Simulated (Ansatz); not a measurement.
The system is Rh.

```
Rh
1.0
     0.00000    1.89785    1.89785
     1.89785    0.00000    1.89785
     1.89785    1.89785    0.00000
Rh
1
Direct
  0.00000 0.00000 0.00000
```

Program: Ansatz 0.2.0. Alike in all runs: cell as given; k mesh 12 × 12 × 12. Hardware: 2 threads of Arm Neoverse V2, on a shared host.

Q: Order these runs on this cell by their wall time, lowest first.
A. task band structure; level BLYP+D4; potentials or basis as the typed override names; spin off; cutoff (eV) 540; smearing fermi-dirac 0.15 eV; driver chain; points for each segment of the path 14; other keys hamiltonian.pseudopotentials = kind paw, source ansatz
B. task projected density of states; level PBEsol+D3(BJ)-ATM+U; potentials or basis Ansatz PAW; spin SOC, no magnetisation; U Rh d U = 5 eV; cutoff (eV) 420; smearing tetrahedron; hubbard projectors ortho-atomic (the default); double counting fll (the default)
C. task Wannier functions; level RPBE; potentials or basis Ansatz PAW; spin collinear, program default start; cutoff (eV) 420; smearing methfessel-paxton 0.025 eV; driver chain

A: A (1.6 s), C (3.8 s), B (8.4 s).

Caveats: U without spin polarisation on a metal has little footing (some runs); the U is typed as a test and isn't derived for this compound (some runs); with tetrahedron occupations forces and stress needn't match the slope of the energy (some runs).

Runs at the PBE level aren't shown here.
